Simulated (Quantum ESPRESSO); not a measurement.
**AlRu: equation of state with PBE**

AlRu:

```
Ru Al
1.0
     2.99160    0.00000    0.00000
     0.00000    2.99160    0.00000
     0.00000    0.00000    2.99160
Ru Al
1 1
Direct
  0.50000 0.50000 0.50000
  0.00000 0.00000 0.00000
```

```json
{"Program": "Quantum ESPRESSO 7.5", "Task": "equation of state", "Functional": "PBE", "Potentials or basis": "SSSP 1.3 efficiency PBE", "Cutoff": "816 eV", "Density cutoff": "5987 eV", "k mesh": "9 × 9 × 9", "Occupations": "fermi-dirac, width 0.05 eV", "Spin": "no spin polarisation", "Mixing beta": "0.5", "Most SCF iterations": "120", "SCF threshold": "4e-10 Ry"}
```

| Quantity | Value |
| --- | --- |
| Equilibrium volume | 13.54 Å³/atom |
| Bulk modulus | 204 GPa |
| Pressure derivative of the bulk modulus | 4.4 |

Energy against volume, from the lowest point:
| volume (Å³/atom) | energy (meV/atom) |
| --- | --- |
| 12.584 | 48.09 |
| 12.851 | 23.61 |
| 13.119 | 8.02 |
| 13.387 | 0.42 |
| 13.655 | 0.00 |
| 13.922 | 6.02 |
| 14.190 | 17.84 |

All runs of the series together: 88 s on 1 thread of Arm Neoverse V2 (shared host).

PBE usually gives volumes a little too large and moduli too small. Zero-point motion and thermal expansion aren't in these numbers.
